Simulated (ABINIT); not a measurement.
The system is ZnO (zincite).

```
Zn O
1.0
     3.24931    0.00000    0.00000
    -1.62465    2.81398    0.00000
     0.00000    0.00000    5.20571
Zn O
2 2
Direct
  0.66667 0.33333 0.00000
  0.33333 0.66667 0.50000
  0.33333 0.66667 0.87901
  0.66667 0.33333 0.37901
```

Base run:

| Item | Value |
| --- | --- |
| Program | ABINIT 10.8.3 (patched build) |
| Functional | PBE |
| Potentials or basis | PseudoDojo NC SR PBE v0.4.1 standard |
| Cutoff | 1034 eV |
| k mesh | 7 × 7 × 4 |
| Occupations | fermi-dirac, width 0.05 eV |
| Spin | no spin polarisation |

Its results: band gap on the k mesh 0.87 eV, direct; largest force 0.071 eV/Å.

Task: The run is repeated on the same cell with these changes: potentials or basis from PseudoDojo NC SR PBE v0.4.1 standard to JTH PAW PBE v2.0; cutoff from 1034 eV to 517 eV; valence electrons from 52 to 36. What comes out?

Result: Band gap on the k mesh 0.79 eV, direct; largest force 0.072 eV/Å.

